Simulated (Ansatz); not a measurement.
# BeS (F-43m): G0W0 and the choice of datasets

```
Be S
1.0
     0.00000    2.41000    2.41000
     2.41000    0.00000    2.41000
     2.41000    2.41000    0.00000
Be S
1 1
Direct
  0.00000 0.00000 0.00000
  0.25000 0.25000 0.25000
```

Held fixed (Ansatz):

| Item | Value |
| --- | --- |
| orbitals | r²SCAN |
| k mesh | 4×4×4 |
| empty bands | 180 |
| response cutoff | 200 eV |
| frequencies | contour deformation |
| q → 0 term | analytic weight of Carrier, Rohra and Görling |
| band sums | cut at the band count |

The gap is read from Γ to k = (0, -0.5, -0.5), linearised, between the Kohn-Sham band edges among the points solved. ε∞ is the electronic dielectric constant on this mesh.

```csv
"datasets, wave cutoff",KS gap (eV),G0W0 gap (eV),ε∞
"all-electron, 2640 eV",3.51,4.64,5.2
"hard PAW, 700 eV",3.51,?,?
"hand-made PAW, accurate, 1250 eV",3.51,4.61,5.2
"hand-made PAW, 1250 eV",3.51,4.61,5.2
"JTH PAW, 700 eV",3.51,4.78,5.2
"soft PAW (1st gen.), 500 eV",3.51,4.65,5.2
"norm-conserving, 1520 eV",3.52,4.78,5.2
```

Fill in the row for hard PAW, 700 eV.

G0W0 gap 4.61 eV, ε∞ 5.2.

The cell is a model at fixed atoms and needn't be the relaxed known crystal. The PAW or pseudopotential files were made with PBE. Soft PAW datasets can miss an all-electron G0W0 gap by more than 5 %. With norm-conserving pseudopotentials the core–valence exchange is only approximate, which can shift gaps by tenths of an eV and RPA lattice constants by most of a per cent. Points k are given in fractions of the reciprocal vectors. The mesh is coarse, so these are values at the stated settings, not converged ones. Band sums or response are cut, so the gap isn't at its basis limit. The gap is read on the mesh, and the crystal's band edges can lie off it. With r²SCAN or HSE06 the Kohn-Sham levels are generalised ones. Meshes this coarse can overestimate the dielectric constant by a tenth and more.
